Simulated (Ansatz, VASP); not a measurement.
# BN: VASP beside Ansatz

```xyz
4
Lattice="2.5539 0.0000 0.0000 -1.2770 2.2118 0.0000 0.0000 0.0000 4.2269" Properties=species:S:1:pos:R:3 pbc="T T T"
N     0.0000    1.4745    0.5295
N     1.2770    0.7373    2.6430
B     0.0000    1.4745    2.1123
B     1.2770    0.7373    4.2257
```

Measurements of this composition are mostly on another form, of space group No. 194.

Alike in both runs: task single point; functional PBE; k mesh 12 × 12 × 6; occupations gaussian, width 0.018 eV; no spin polarisation.

|  | VASP | Ansatz |
| --- | --- | --- |
| version | VASP 6.6.1 | Ansatz 0.2.0 |
| potentials or method | VASP PAW PBE potentials, release 64 (N, B) | Ansatz PAW |
| plane-wave cutoff (eV) | 520 | 420 |
| valence electrons in the cell | 16 | 16 |

|  | VASP | Ansatz | Ansatz less VASP |
| --- | --- | --- | --- |
| gap on the k mesh at the Fermi level (eV) | 5.20 | 5.21 | +0.017 |
| least direct gap on the mesh (eV) | 8.23 | 8.24 | +0.007 |
| pressure (GPa) | 0.2 | 0.0 | -0.24 |
| largest component of the traceless stress (GPa) | 0.52 | 0.48 | -0.036 |
| rms of the force components (eV/Å) | 0.008 | 0.009 | +0.0012 |

Atom by atom the forces differ by 0.001 eV/Å (rms over components).

Caveats: the pressure holds a Pulay correction of +1.1 GPa for the finite cutoff (Ansatz). A k mesh can miss the band edges. Expect the measured gap to be larger: semilocal functionals such as PBE lack the derivative discontinuity.
